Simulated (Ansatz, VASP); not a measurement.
Pb in VASP and in Ansatz

```
Pb
1.0
     3.30558    0.00000    0.00000
    -1.65279    2.86271    0.00000
     0.00000    0.00000    3.14846
Pb
1
Direct
  0.00000 0.00000 0.00000
```

Change from the starting cell: volume scaled by 0.9, PAW files.

Alike in both runs: task single point; functional PBE; k mesh 13 × 13 × 12; occupations fermi-dirac, width 0.1 eV; no spin polarisation.

|  | VASP | Ansatz |
| --- | --- | --- |
| version | VASP 6.6.1 | Ansatz 0.2.0 |
| potentials or method | VASP PAW PBE potentials, release 64 (Pb_d) | PAW with Ansatz's default frozen-core files, scalar-relativistic |
| plane-wave cutoff (eV) | 520 | 420 |
| valence electrons in the cell | 14 | 14 |

|  | VASP | Ansatz | Ansatz less VASP |
| --- | --- | --- | --- |
| pressure (GPa) | 5.0 | 5.1 | +0.06 |

With one functional, cell and mesh, what is left measures potentials, basis and numerics.

Spin-orbit coupling is left out, which matters for the levels of Pb.
